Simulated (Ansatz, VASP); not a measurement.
**TaN in VASP and in Ansatz**

```xyz
4
Lattice="3.0500 0.0000 0.0000 -1.5250 2.6414 0.0000 0.0000 0.0000 4.9400" Properties=species:S:1:pos:R:3 pbc="T T T"
Ta    0.0000    1.7609    0.0000
Ta    1.5250    0.8805    2.4700
N     0.0000    1.7609    1.9019
N     1.5250    0.8805    4.3719
```

Alike in both runs: task relaxation of cell and atoms; functional PBE; dispersion D3(BJ); k mesh 6 × 6 × 4; occupations gaussian, width 0.1 eV; no spin polarisation.

```csv
,VASP,Ansatz
version,VASP 6.6.1,Ansatz 0.2.0
potentials or method,"VASP PAW PBE potentials, release 64 (Ta_pv, N)","scalar-relativistic, plane waves, PAW"
plane-wave cutoff (eV),600,420
valence electrons in the cell,32,36
```

Ansatz gave:

* gap on the k mesh at the Fermi level, each at its own relaxed structure (eV): none
* relaxed volume (Å³/atom): 12.85
* relaxed cell length with the largest relative difference (Å): 6.092
* energy change over the relaxation (meV/atom): -1281

Problem. What did VASP give for the same quantities?

Solution. gap on the k mesh at the Fermi level, each at its own relaxed structure (eV): none; relaxed volume (Å³/atom): 12.86; relaxed cell length with the largest relative difference (Å): 6.087; energy change over the relaxation (meV/atom): -1309.

A gap of «none» marks a metal or a gap that the smearing closes. The two sets of potentials don't hold the same shells in valence.

Caveats: the k mesh is coarse (spacing up to 0.40 Å⁻¹), so the values aren't converged; the volume moved by over 15 % at a fixed basis, so the end points are rough (VASP); the volume moved by +29 % from the deposited cell, more than functionals usually miss; pairwise dispersion overbinds metals, which lowers pressure and volume. Spin-orbit coupling is left out, which matters for the levels of Ta. Zero-point motion and thermal expansion aren't in these numbers.
